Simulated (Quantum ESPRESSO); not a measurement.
Si:

```
Si
1.0
     3.83132    0.00000    0.00000
    -1.91566    3.31802    0.00000
     0.00000    0.00000    6.33262
Si
4
Direct
  0.66667 0.33333 0.93699
  0.33333 0.66667 0.43699
  0.66667 0.33333 0.56301
  0.33333 0.66667 0.06301
```

This isn't the form of Si at room conditions, which is diamond.

| Property | Result |
| --- | --- |
| Program | Quantum ESPRESSO 7.5 |
| Task | phonons |
| Functional | LDA |
| Potentials or basis | PseudoDojo 0.4.1 SR LDA standard |
| Cutoff | 435 eV |
| Density cutoff | 1742 eV |
| k mesh | 8 × 8 × 4, shifted |
| Occupations | fermi-dirac, width 0.05 eV |
| Spin | no spin polarisation |
| Form of the LDA correlation | PW92 |
| Mixing beta | 0.5 |
| Most SCF iterations | 120 |
| SCF threshold | 8e-10 Ry |

The cell and the atoms were relaxed first, to 19.60 Å³/atom (a = 3.797 Å, b = 3.797 Å, c = 6.279 Å, α = 90.00°, β = 90.00°, γ = 120.00°), and the response was taken there.

The first run showed a gap, so the response started from a second, tighter run with fixed occupations.

Which optical modes does the crystal have at the zone centre, and which show in infrared and Raman spectra?

The optical modes are E2u + B1g + B2u + E2g + A1g + E1g. None is infrared active. Raman active: E2g + A1g + E1g.

Optical modes at Γ, degenerate ones joined, polar ones without the macroscopic field:
| cm⁻¹ | components | symmetry | active in | IR intensity, summed ((D/Å)²/amu) |
| --- | --- | --- | --- | --- |
| 95 | 2 | E2u | silent | 0.00 |
| 373 | 1 | B1g | silent | 0.00 |
| 415 | 1 | B2u | silent | 0.00 |
| 493 | 2 | E2g | Raman | 0.00 |
| 508 | 1 | A1g | Raman | 0.00 |
| 508 | 2 | E1g | Raman | 0.00 |

Caveat: the gap on the mesh is small and may close between mesh points, in which case fixed occupations spoil the response.
